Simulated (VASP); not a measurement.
B:

```
CELL_PARAMETERS angstrom
1.62456 0.00000 0.00000
0.00000 2.86615 0.00000
0.00000 0.00000 3.91440
ATOMIC_POSITIONS crystal
B 0.00000 0.50000 0.60926
B 0.50000 0.00000 0.39074
```

The cell was built by a generator and needn't be a form met in nature.

| Quantity | Value |
| --- | --- |
| Program | VASP 6.6.1 |
| Task | relaxation of cell and atoms |
| Functional | RPBE |
| Dispersion | D3(BJ) |
| Potentials or basis | VASP PAW PBE potentials, release 64 (B) |
| Cutoff | 600 eV |
| k mesh | 16 × 9 × 7 |
| Occupations | fermi-dirac, width 0.05 eV |
| Spin | no spin polarisation |

At the start: pressure -6.2 GPa; volume 9.11 Å³/atom.

Problem. Where does the relaxation end?

Solution. Over 24 steps the energy falls by 51.7 meV/atom and the volume is 7.39 Å³/atom (-18.9 %); space group Pmmn (No. 59, to 0.05 Å).

Step by step:
| step | energy change (eV) | largest force (eV/Å) | pressure (GPa) | volume (Å³) |
| --- | --- | --- | --- | --- |
| 1 | 0.0000 | 0.0991 | -6.19 | 18.23 |
| 2 | -0.0086 | 0.3390 | 3.48 | 17.31 |
| 3 | -0.0123 | 0.2492 | -0.14 | 17.63 |
| 4 | -0.0292 | 0.2399 | 0.17 | 17.13 |
| 5 | -0.0386 | 0.1310 | 1.07 | 16.37 |
| 6 | -0.0471 | 0.0867 | 0.78 | 16.18 |
| 7 | -0.0682 | 0.0442 | 0.11 | 15.61 |
| 8 | -0.0856 | 0.1088 | -0.25 | 14.47 |
| 9 | -0.0987 | 0.0833 | 2.84 | 14.36 |
| 10 | -0.0987 | 0.0807 | 3.06 | 14.35 |
| 11 | -0.1011 | 0.0844 | 0.68 | 14.49 |
| 12 | -0.1012 | 0.0844 | 0.02 | 14.53 |
| 13 | -0.1018 | 0.0599 | 0.30 | 14.56 |
| 14 | -0.1022 | 0.0214 | 0.68 | 14.61 |
| 15 | -0.1027 | 0.0087 | 0.36 | 14.65 |
| 16 | -0.1031 | 0.0286 | -0.49 | 14.78 |
| 17 | -0.1032 | 0.0208 | -0.32 | 14.76 |
| 18 | -0.1033 | 0.0196 | 0.17 | 14.77 |
| 19 | -0.1033 | 0.0195 | 0.21 | 14.77 |
| 20 | -0.1034 | 0.0070 | 0.03 | 14.78 |
| 21 | -0.1034 | 0.0017 | -0.04 | 14.79 |
| 22 | -0.1034 | 0.0028 | -0.03 | 14.79 |
| 23 | -0.1034 | 0.0031 | -0.02 | 14.79 |
| 24 | -0.1034 | 0.0014 | 0.02 | 14.79 |

Final structure:
```
CELL_PARAMETERS angstrom
1.61149 0.00000 0.00000
0.00000 2.78030 0.00000
0.00000 0.00000 3.30000
ATOMIC_POSITIONS crystal
B 0.00000 0.50000 0.63548
B 0.50000 0.00000 0.36452
```

Caveat: the volume moved by over 15 % at a fixed basis, so the end points are rough; the PAW data sets were made with another functional, which shifts forces and pressure a little.
